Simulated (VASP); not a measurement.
**Te: single point with TB-mBJ**

Te:

```
Te
1.0
     4.23698    0.00000    0.00000
    -2.11849    3.66933    0.00000
     0.00000    0.00000    6.00719
Te
3
Direct
  0.29209 0.00000 0.33333
  0.00000 0.29209 0.66667
  0.70791 0.70791 0.00000
```

The cell was built by a generator and needn't be a form met in nature.

| Quantity | Value |
| --- | --- |
| Program | VASP 6.6.1 |
| Task | single point |
| Functional | TB-mBJ |
| Potentials or basis | VASP PAW PBE potentials, release 64 (Te) |
| Cutoff | 300 eV |
| k mesh | 9 × 9 × 6 |
| Occupations | gaussian, width 0.01 eV |
| Spin | non-collinear spin, zero start, spin-orbit coupling |
| Starting moments | [[0.0, 0.0, 0.0], [0.0, 0.0, 0.0], [0.0, 0.0, 0.0]] μB |
| Pressure (GPa) | 4 |
| Geometry from | optB88-vdW |
| Further INCAR settings | ALGO = Normal; EDIFF = 1e-07 |

| Quantity | Value |
| --- | --- |
| Net moment | 0.00 μB per cell |
| Valence electrons inside the program's atomic spheres | Te 3.33 |

Moments on the atoms (μB; x, y, z):
```
Te  0.00 0.00 0.00
Te  0.00 0.00 0.00
Te  0.00 0.00 0.00
```

Run time: 9 min on 1 thread of AMD EPYC 9R45 (Zen 5), on a shared host, peak memory 0.31 GiB.

Caveat: the PAW data sets were made with another functional, which shifts forces and pressure a little.
